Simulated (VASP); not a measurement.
The system is TiO.

```xyz
2
Lattice="2.6916 0.0000 0.0000 0.0000 2.6916 0.0000 0.0000 0.0000 3.2578" Properties=species:S:1:pos:R:3 pbc="T T T"
Ti    0.0000    0.0000    0.0000
O     0.0000    0.0000    1.6289
```

The cell was built by a generator and needn't be a form met in nature.

The cell isn't the ideal one: random cell by space group and Wyckoff sites (P4/mmm, No. 123).

| Property | Result |
| --- | --- |
| Program | VASP 6.6.1 |
| Task | relaxation of cell and atoms |
| Functional | PBE |
| Potentials or basis | VASP PAW PBE potentials, release 64 (Ti_sv, O) |
| Cutoff | 600 eV |
| k mesh | 6 × 6 × 6 |
| Occupations | gaussian, width 0.1 eV |
| Spin | collinear spin, typed start |
| Starting moments | [1.0, 0.0] μB |

At the start: pressure 89.9 GPa; volume 11.80 Å³/atom.

**Question.** Where does the relaxation end?

**Answer.** Over 10 steps the energy falls by 1067.2 meV/atom and the volume is 16.49 Å³/atom (+39.8 %); space group P4/mmm (No. 123, to 0.05 Å); moment 0.00 μB per cell.

Step by step:
| step | energy change (eV) | largest force (eV/Å) | pressure (GPa) | volume (Å³) |
| --- | --- | --- | --- | --- |
| 1 | 0.0000 | 0.0000 | 89.86 | 23.60 |
| 2 | 5.5387 | 0.0000 | -72.56 | 49.40 |
| 3 | 0.4577 | 0.0000 | -24.46 | 35.18 |
| 4 | -1.1145 | 0.0000 | -15.58 | 31.07 |
| 5 | -1.8780 | 0.0000 | 12.24 | 27.26 |
| 6 | -1.8801 | 0.0000 | 9.43 | 27.50 |
| 7 | -1.8805 | 0.0000 | 10.34 | 27.42 |
| 8 | -2.1016 | 0.0000 | 2.90 | 30.78 |
| 9 | -2.1323 | 0.0000 | 0.63 | 32.44 |
| 10 | -2.1344 | 0.0000 | 0.01 | 32.99 |

Final structure:
```cif
data_structure
_symmetry_space_group_name_H-M 'P 1'
_symmetry_Int_Tables_number 1
_cell_length_a 2.9924
_cell_length_b 2.9924
_cell_length_c 3.6838
_cell_angle_alpha 90.000
_cell_angle_beta 90.000
_cell_angle_gamma 90.000
_cell_volume 32.99
loop_
_atom_site_label
_atom_site_type_symbol
_atom_site_fract_x
_atom_site_fract_y
_atom_site_fract_z
_atom_site_occupancy
Ti1 Ti 0.00000 0.00000 0.00000 1
O1 O 0.00000 0.00000 0.50000 1
```

Caveat: the k mesh is coarse (spacing up to 0.39 Å⁻¹), so the values aren't converged; the volume moved by over 15 % at a fixed basis, so the end points are rough.
